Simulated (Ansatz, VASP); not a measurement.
Au in VASP and in Ansatz

```
Au
1.0
     0.00000    2.04118    2.04118
     2.04118    0.00000    2.04118
     2.04118    2.04118    0.00000
Au
1
Direct
  0.00000 0.00000 0.00000
```

Alike in both runs: task single point; functional r2SCAN; k mesh 18 × 18 × 18; occupations gaussian, width 0.1 eV; no spin polarisation.

|  | VASP | Ansatz |
| --- | --- | --- |
| version | VASP 6.6.1 | Ansatz 0.2.0 |
| potentials or method | VASP PAW PBE potentials, release 64 (Au) | scalar-relativistic, plane waves, PAW |
| plane-wave cutoff (eV) | 520 | 500 |
| valence electrons in the cell | 11 | 19 |

```csv
,VASP,Ansatz,Ansatz less VASP
gap on the k mesh at the Fermi level (eV),none,none,-
pressure (GPa),5.6,5.2,-0.35
```

A gap of «none» marks a metal or a gap that the smearing closes. With one functional, cell and mesh, what is left measures potentials, basis and numerics. The two sets of potentials don't hold the same shells in valence.

Caveats: the PAW data sets were made with another functional, which shifts forces and pressure a little (VASP). The runs have no spin-orbit coupling, so splittings on Au are missing.
